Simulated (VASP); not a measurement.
# TePb (Fm-3m) in VASP: a series of runs

Runs on TePb. Level: PBE. Tasks: single point.

Everything below comes from runs of VASP 6.6.1. Logs are shortened: lines on timing, memory, paths and dates and some standing lists are left out, and cuts for length are marked.

## 1. Starting point

The structure is cubic, space group Fm-3m (No. 225). Conventional cell: a = 6.462 Å, b = 6.462 Å, c = 6.462 Å, α = 90.00°, β = 90.00°, γ = 90.00°. Pb (site symmetry m-3m) is surrounded by 6 Te at 3.23 Å. Te (site symmetry m-3m) has 6 Pb at 3.23 Å as nearest neighbours.

## 2. Single point, PBE

INCAR reads:

```
SYSTEM = TePb
ADDGRID = .False.
ALGO = Normal
EDIFF = 1E-7
ENCUT = 520
GGA = PE
ISIF = 2
ISMEAR = 0
LASPH = .True.
LCHARG = .False.
LREAL = .False.
LWAVE = .False.
NELM = 100
PREC = Accurate
SIGMA = 0.05
```

KPOINTS reads:

```
k-points
0
Gamma
  5 5 5
  0 0 0
```

POSCAR reads:

```
TePb
1.0
    0.0000000000      3.2310000000      3.2310000000
    3.2310000000      0.0000000000      3.2310000000
    3.2310000000      3.2310000000      0.0000000000
Pb Te
1 1
Direct
   -0.0068530000      0.0005720000     -0.0056850000
    0.5279490000      0.4690950000      0.5208160000
```

Potentials or basis: VASP PAW PBE potentials, release 64 (Pb_d, Te).

On the command line:

```console
cat potpaw_PBE.64/Pb_d/POTCAR potpaw_PBE.64/Te/POTCAR > POTCAR
mpirun -np 1 vasp_std > vasp.out
```

OUTCAR:

```text
SYSTEM = TePb
   EDIFF = 1E-7
   ENCUT = 520
   GGA = PE
   ISIF = 2
   ISMEAR = 0
   LASPH = .True.
   LREAL = .False.
   NELM = 100
   PREC = Accurate

 Found     63 irreducible k-points:

 Following reciprocal coordinates:
            Coordinates               Weight
  0.000000  0.000000  0.000000      1.000000
  0.200000  0.000000  0.000000      2.000000
  0.000000  0.200000  0.000000      2.000000
  0.000000  0.000000  0.200000      2.000000
  0.200000  0.200000  0.200000      2.000000
  0.400000  0.000000  0.000000      2.000000
   k-points           NKPTS =     63   k-points in BZ     NKDIM =     63   number of bands    NBANDS=     14
   number of dos      NEDOS =    301   number of ions     NIONS =      2
   total plane-waves  NPLWV =  46656
   dimension x,y,z NGX =    36 NGY =   36 NGZ =   36
   dimension x,y,z NGXF=    72 NGYF=   72 NGZF=   72
   ions per type =               1   1
   NGX,Y,Z   is equivalent  to a cutoff of  13.10, 13.10, 13.10 a.u.
   NGXF,Y,Z  is equivalent  to a cutoff of  26.20, 26.20, 26.20 a.u.
 SYSTEM =  TePb
   PREC   = accura    normal or accurate (medium, high low for compatibility)
   ISTART =      0    job   : 0-new  1-cont  2-samecut
   ICHARG =      2    charge: 1-file 2-atom 10-const
   ISPIN  =      1    spin polarized calculation?
   LNONCOLLINEAR =      F non collinear calculations
   LSORBIT =      F    spin-orbit coupling
   LASPH  =      T    aspherical Exc in radial PAW
   ENCUT  =  520.0 eV  38.22 Ry    6.18 a.u.   8.50  8.50  8.50*2*pi/ulx,y,z
   NELM   =    100;   NELMIN=  2; NELMDL= -5     # of ELM steps
   EDIFF  = 0.1E-06   stopping-criterion for ELM
   LREAL  =      F    real-space projection
   EDIFFG = 0.1E-05   stopping-criterion for IOM
   NSW    =      0    number of steps for IOM
   IBRION =     -1    ionic relax: 0-MD 1-quasi-New 2-CG
   NFREE  =      0    steps in history (QN), initial steepest desc. (CG)
   ISIF   =      2    stress and relaxation
   ISYM   =      2    0-nonsym 1-usesym 2-fastsym
   POTIM  = 0.5000    time-step for ionic-motion
   TEBEG  =    0.0;   TEEND  =   0.0 temperature during run
   PSTRESS=    0.0 pullay stress
   NELECT =      20.0000    total number of electrons
   NUPDOWN=      -1.0000    fix difference up-down
   EMIN   =  10.00;   EMAX   =-10.00  energy-range for DOS
   EFERMI =   0.00;   METHOD = LEGACY
   ISMEAR =     0;   SIGMA  =   0.05  broadening in eV -4-tet -1-fermi 0-gaus
   EFERMI_NEDOS =   21; number of points for ismear=-14 and -15
   IALGO  =     38    algorithm
   IMIX   =      4    mixing-type and parameters
     AMIX     =   0.40;   BMIX     =  1.00
     AMIX_MAG =   1.60;   BMIX_MAG =  1.00
  volume/ion in A,a.u.               =      33.73       227.62
  Fermi-wavevector in a.u.,A,eV,Ry     =   1.091619  2.062861 16.213147  1.191633
  Thomas-Fermi vector in A             =   2.227868
   LORBIT       =      0    0 simple, 1 ext, 2 COOP (PROOUT), +10 PAW based schemes
   GGA     = PE    functional components
   LHFCALC =     F    Hartree Fock is set to
   AEXX    =    0.0000 exact exchange contribution
   IVDW    =     0    specifies the selected vdW correction
   LEPSILON=     F    determine dielectric tensor
   LRPA    =     F    only Hartree local field effects (RPA)
 non-spin polarized calculation
 Gauss-broadening in eV      SIGMA  =   0.05
  energy-cutoff  :      520.00
  volume of cell :       67.46
 maximum number of plane-waves:      1849
 NGX is ok and might be reduce to    36
   NGX = 17   NGY = 17   NGZ = 17

 number of electron      20.0000000 magnetization

 Free energy of the ion-electron system (eV)
  ---------------------------------------------------
  ext. energy  EPLUGINS =         0.00000000
  ---------------------------------------------------
  free energy    TOTEN  =        -7.48915375 eV

  energy without entropy =       -7.48915375  energy(sigma->0) =       -7.48915375

 E-fermi :   5.7540     XC(G=0):  -9.2937

 val. band max:        5.4871034628   @ k =   0.2000   0.0000  -0.2000
 cond. band min:       6.7218831030   @ k =   0.0000   0.0000   0.4000
 fundamental gap:      1.2347796401
 Fermi energy:         5.7540010006

 k-point     1 :       0.0000    0.0000    0.0000
  band No.  band energies     occupation
      1     -11.0733      2.00000
      2     -11.0733      2.00000
      3     -11.0644      2.00000
      4     -11.0587      2.00000
      5     -11.0587      2.00000
      6      -6.4356      2.00000
      7       0.0624      2.00000
      8       4.2089      2.00000
      9       4.3025      2.00000
     10       4.3042      2.00000
     11       9.4995      0.00000
     12       9.5025      0.00000
     13       9.7747      0.00000
     14      11.4233      0.00000

 k-point     2 :       0.2000    0.0000    0.0000
  band No.  band energies     occupation
      1     -11.0786      2.00000
      2     -11.0777      2.00000
      3     -11.0615      2.00000
      4     -11.0551      2.00000
      5     -11.0532      2.00000
      6      -6.1004      2.00000
      7      -0.9313      2.00000
      8       4.3026      2.00000
      9       4.3941      2.00000
     10       4.7902      2.00000
     11       8.1502      0.00000
     12       8.4277      0.00000
     13       8.6219      0.00000
     14      11.3463      0.00000
[... 37 lines left out ...]
      1     -11.0788      2.00000
      2     -11.0777      2.00000
      3     -11.0613      2.00000
      4     -11.0552      2.00000
      5     -11.0532      2.00000
      6      -6.0989      2.00000
      7      -0.9367      2.00000
      8       4.3079      2.00000
      9       4.3929      2.00000
     10       4.7893      2.00000
     11       8.1481      0.00000
     12       8.4352      0.00000
     13       8.6288      0.00000
     14      11.3401      0.00000

 k-point     6 :       0.4000    0.0000    0.0000
  band No.  band energies     occupation
      1     -11.0881      2.00000
      2     -11.0860      2.00000
      3     -11.0594      2.00000
      4     -11.0459      2.00000
      5     -11.0431      2.00000
      6      -5.2719      2.00000
      7      -2.5493      2.00000
      8       4.5127      2.00000
      9       4.6440      2.00000
     10       5.3851      2.00000
     11       6.7403      0.00000
     12       7.1314      0.00000
     13       7.3056      0.00000
     14      12.9168      0.00000

 [... further k-points ...]

------------------------ aborting loop because EDIFF is reached ----------------------------------------

  FORCE on cell =-STRESS in cart. coord.  units (eV):
  Direction    XX          YY          ZZ          XY          YZ          ZX
  --------------------------------------------------------------------------------------
  -------------------------------------------------------------------------------------
  Total        0.8545367      1.5161203      0.8521314     -0.0064512      0.0043230     -0.0004031
  in kB       20.2955314     36.0083635     20.2384055     -0.1532177      0.1026736     -0.0095727
  external PRESSURE =      25.5141001 kB  Pullay stress =       0.0000000 kB

 VOLUME and BASIS-vectors are now :
 -----------------------------------------------------------------------------
  energy-cutoff  :      520.00
  volume of cell :       67.46
      direct lattice vectors                 reciprocal lattice vectors
     0.000000000  3.231000000  3.231000000    -0.154750851  0.154750851  0.154750851
     3.231000000  0.000000000  3.231000000     0.154750851 -0.154750851  0.154750851
     3.231000000  3.231000000  0.000000000     0.154750851  0.154750851 -0.154750851

 POSITION                                       TOTAL-FORCE (eV/Angst)
 -----------------------------------------------------------------------------------
      3.21448      6.42149      3.21071        -0.010860      0.200610      0.007150
      3.19840      3.38856      3.22145         0.010860     -0.200610     -0.007150
 -----------------------------------------------------------------------------------
    total drift:                               -0.000068     -0.000096     -0.000136

  FREE ENERGIE OF THE ION-ELECTRON SYSTEM (eV)
  ---------------------------------------------------
  free  energy   TOTEN  =        -7.4891537491 eV

  energy  without entropy=       -7.4891537491  energy(sigma->0) =       -7.48915375
```

OSZICAR:

```text
N       E                     dE             d eps       ncg     rms          rms(c)
DAV:   1     0.151775252385E+03    0.15178E+03   -0.93011E+03  1770   0.138E+03
DAV:   2     0.365201513725E+01   -0.14812E+03   -0.14493E+03  1848   0.338E+02
DAV:   3    -0.731013793552E+01   -0.10962E+02   -0.10819E+02  2316   0.976E+01
DAV:   4    -0.759265440432E+01   -0.28252E+00   -0.28239E+00  2206   0.188E+01
DAV:   5    -0.760177170596E+01   -0.91173E-02   -0.91172E-02  2356   0.295E+00    0.355E+00
DAV:   6    -0.749034768840E+01    0.11142E+00   -0.26978E-01  2320   0.426E+00    0.224E+00
DAV:   7    -0.748761078081E+01    0.27369E-02   -0.84615E-02  2240   0.169E+00    0.938E-01
DAV:   8    -0.748904902030E+01   -0.14382E-02   -0.92358E-03  2088   0.109E+00    0.163E-01
DAV:   9    -0.748910665649E+01   -0.57636E-04   -0.89643E-04  2694   0.338E-01    0.525E-02
DAV:  10    -0.748914458186E+01   -0.37925E-04   -0.10828E-04  1776   0.828E-02    0.233E-02
DAV:  11    -0.748915397370E+01   -0.93918E-05   -0.27374E-05  2174   0.436E-02    0.127E-02
DAV:  12    -0.748915395172E+01    0.21975E-07   -0.16901E-06  2226   0.114E-02    0.687E-03
DAV:  13    -0.748915361632E+01    0.33540E-06   -0.42886E-07  2028   0.473E-03    0.195E-03
DAV:  14    -0.748915372108E+01   -0.10476E-06   -0.42799E-08  1074   0.250E-03    0.284E-04
DAV:  15    -0.748915374911E+01   -0.28029E-07   -0.21602E-08   912   0.937E-04
   1 F= -.74891537E+01 E0= -.74891537E+01  d E =-.366740E-15
```

stdout:

```text
POSCAR found type information on POSCAR PbTe
 POSCAR found :  2 types and       2 ions
 scaLAPACK will be used
 LDA part: xc-table for (Slater+PW92), standard interpolation
 POSCAR, INCAR and KPOINTS ok, starting setup
 FFT: planning ... GRIDC
 FFT: planning ... GRID_SOFT
 FFT: planning ... GRID
 WAVECAR not read
 entering main loop
```

Run time: 62 s. Hardware: 1 thread of Intel Xeon Platinum 8488C (Sapphire Rapids), shared host; peak memory 0.24 GiB.

These settings aren't checked as converged: the numbers below hold their error.

What came out:

```
Free energy            : -7.4892 eV
Pressure               : 2.6 GPa
Largest force          : 0.201 eV/Å
Band gap on the k mesh : 1.23 eV, indirect (least direct gap 1.31 eV)
```

Caveat: spin-orbit coupling is left out, which as a rule narrows the gap of such compounds by several tenths of an eV; an odd mesh through Γ misses points on the zone boundary, where band edges often lie.

## 3. Single point, PBE

Edit INCAR of step 2 so:

```diff
@@ -4,3 +4,3 @@
 EDIFF = 1E-7
-ENCUT = 520
+ENCUT = 650
 GGA = PE
```

KPOINTS is that of step 2.

POSCAR reads:

```
TePb
1.0
    0.0000000000      3.2310000000      3.2310000000
    3.2310000000      0.0000000000      3.2310000000
    3.2310000000      3.2310000000      0.0000000000
Pb Te
1 1
Direct
    0.0000000000      0.0000000000      0.0000000000
    0.5000000000      0.5000000000      0.5000000000
```

Potentials or basis: VASP PAW PBE potentials, release 64 (Pb_d, Te).

On the command line:

```console
cat potpaw_PBE.64/Pb_d/POTCAR potpaw_PBE.64/Te/POTCAR > POTCAR
mpirun -np 1 vasp_std > vasp.out
```

Run time: 22 s. Hardware: 1 thread of Intel Xeon Platinum 8488C (Sapphire Rapids), shared host; peak memory 0.23 GiB.

The run converged, but some of its settings lie outside the range that counts as converged, so its numbers aren't taken as properties of the crystal.

What came out:

- Free energy: -7.5028 eV
- Pressure: 2.1 GPa

Caveat: this odd mesh misses L, where the gap lies, so gap, dielectric constants and Born charges aren't listed.

## 4. Single point, PBE

INCAR is that of step 3.

KPOINTS is that of step 3.

POSCAR reads:

```
TePb
1.0
    0.0000000000      3.2310000000      3.2310000000
    3.2310000000      0.0000000000      3.2310000000
    3.2310000000      3.2310000000      0.0000000000
Pb Te
1 1
Direct
   -0.0068530000      0.0005720000     -0.0056850000
    0.5279490000      0.4690950000      0.5208160000
```

On the command line:

```console
cat potpaw_PBE.64/Pb_d/POTCAR potpaw_PBE.64/Te/POTCAR > POTCAR
mpirun -np 1 vasp_std > vasp.out
```

Wall time 98 s (1 thread of Intel Xeon Platinum 8488C (Sapphire Rapids), shared host); peak memory 0.3 GiB.

These settings aren't checked as converged: the numbers below hold their error.

Results:

- Free energy: -7.4892 eV
- Pressure: 2.6 GPa
- Largest force: 0.201 eV/Å
- Band gap on the k mesh: 1.23 eV, indirect (least direct gap 1.31 eV)

Caveat: spin-orbit coupling is left out, which as a rule narrows the gap of such compounds by several tenths of an eV; an odd mesh through Γ misses points on the zone boundary, where band edges often lie.

(Continued in part 2 of 2.)
